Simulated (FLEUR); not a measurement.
Here is a FLEUR MaX-R8.1 (later development tree) calculation.

inp.xml

```xml
<?xml version="1.0" encoding="UTF-8" standalone="no"?>
<fleurInput fleurInputVersion="0.39">
   <comment>
      Nb                                                                                                  
   </comment>
   <calculationSetup>
      <cutoffs Kmax="4.1" Gmax="12.7" GmaxXC="12.7" numbands="0"/>
      <scfLoop itmax="60" minDistance="0.00001" maxIterBroyd="15" imix="Anderson" alpha="0.05" precondParam="0.0" spinf="2.0" sdNocoIR="T"/>
      <coreElectrons ctail="T" frcor="F" kcrel="0" coretail_lmax="0"/>
      <xcFunctional name="PBEs" relativisticCorrections="F"/>
      <magnetism jspins="1"/>
      <soc l_soc="F" theta="0.0" phi="0.0" spav="F"/>
      <expertModes spex="0" secvar="F"/>
      <geometryOptimization l_f="F" forcealpha="1.0" forcemix="BFGS" epsdisp="0.00001" epsforce="0.00001"/>
      <ldaU l_linMix="F" mixParam="0.05" spinf="1.0"/>
   </calculationSetup>
   <cell>
      <bzIntegration valenceElectrons="13.0" mode="hist" fermiSmearingEnergy="0.00183747">
         <kPointListSelection listName="default-1"/>
         <!-- k-points included here -->
         <xi:include xmlns:xi="http://www.w3.org/2001/XInclude" href="kpts.xml"> </xi:include>
      </bzIntegration>
      <!-- symmetry operations included here -->
      <xi:include xmlns:xi="http://www.w3.org/2001/XInclude" href="sym.xml"> </xi:include>
      <bulkLattice scale="1.0">
         <bravaisMatrix>
            <row-1>    0.0000000000000000     3.9967707535290002     3.9967707535290002</row-1>
            <row-2>    3.9967707535290002     0.0000000000000000     3.9967707535290002</row-2>
            <row-3>    3.9967707535290002     3.9967707535290002     0.0000000000000000</row-3>
         </bravaisMatrix>
      </bulkLattice>
   </cell>
   <atomSpecies>
      <species name="Niobium (Nb)" element="Nb" atomicNumber="41">
         <mtSphere radius="2.43" gridPoints="867" logIncrement="0.015"/>
         <atomicCutoffs lmax="10" lnonsphr="10"/>
         <electronConfig flipSpins="F">
            <coreConfig>(1s1/2) (2s1/2) (2p1/2) (2p3/2) (3s1/2) (3p1/2) (3p3/2) (3d3/2) (3d5/2)</coreConfig>
            <valenceConfig>(4s1/2) (4p1/2) (4p3/2) (5s1/2) (4d3/2) (4d5/2)</valenceConfig>
            <stateOccupation state="(5s1/2)" spinUp="0.500000" spinDown="0.500000"/>
            <stateOccupation state="(4d3/2)" spinUp="0.800000" spinDown="0.800000"/>
            <stateOccupation state="(4d5/2)" spinUp="1.200000" spinDown="1.200000"/>
         </electronConfig>
         <energyParameters s="5" p="5" d="4" f="4"/>
         <lo type="SCLO" l="0" n="4" eDeriv="0"/>
         <lo type="SCLO" l="1" n="4" eDeriv="0"/>
         <lo type="SCLO" l="1" n="4" eDeriv="1"/>
         <lo type="SCLO" l="2" n="4" eDeriv="2"/>
         <lo type="SCLO" l="3" n="4" eDeriv="2"/>
      </species>
   </atomSpecies>
   <atomGroups>
      <atomGroup species="Niobium (Nb)">
         <relPos label="                   1">.0000000000 .0000000000 .0000000000</relPos>
         <force calculate="T" relaxXYZ="TTT"/>
      </atomGroup>
   </atomGroups>
   <output dos="F" band="F" slice="F">
      <checks vchk="F" cdinf="F"/>
      <bandDOS minEnergy="-.5*Htr" maxEnergy="0.5*Htr" sigma="0.015" storeEVData="T"/>
      <vacuumDOS vacdos="F" integ="F" star="F" nstars="0" locx1="0.0" locy1="0.0" locx2="0.0" locy2="0.0" nstm="0" tworkf="0.0"/>
      <unfoldingBand unfoldBand="F" supercellX="1" supercellY="1" supercellZ="1"/>
      <plotting iplot="0" polar="F">
         <plot TwoD="T" vec1="  1.0  0.0  0.0" vec2="  0.0  1.0  0.0" vec3="  0.0  0.0  1.0" zero="  0.0  0.0  0.0" file="plot"/>
      </plotting>
      <chargeDensitySlicing numkpt="0" minEigenval="0.0" maxEigenval="0.0" nnne="0" pallst="F"/>
      <specialOutput eonly="F"/>
      <moessbauerParams electricFieldGradient="T" isomerShift="T" coreHyperfine="T" valenceHyperfine="T"/>
      <magneticCircularDichroism mcd="F" energyLo="-10.0" energyUp="0.0"/>
   </output>
  <!-- We include the file relax.xml here to enable relaxations (see documentation) -->
  <xi:include xmlns:xi="http://www.w3.org/2001/XInclude" href="relax.xml"> <xi:fallback/> </xi:include>
</fleurInput>
```

Contents of crystal.txt:

```
Nb
&input cartesian=F /
0.0000000000  2.1150000000  2.1150000000
2.1150000000  0.0000000000  2.1150000000
2.1150000000  2.1150000000  0.0000000000
1.8897261246
1.0 1.0 1.0

1
41 0.0000000000  0.0000000000  0.0000000000

&kpt div1=11 div2=11 div3=11 gamma=T /
```

Potentials or basis: all-electron, FLAPW.

Command:

```sh
$ inpgen -f crystal.txt -profile fastHighL
$ # inp.xml edited to the form shown
$ fleur_MPI
```

(1) Estimate the band gap on the k mesh.

## Answers

(1) none (metal or under the smearing width).
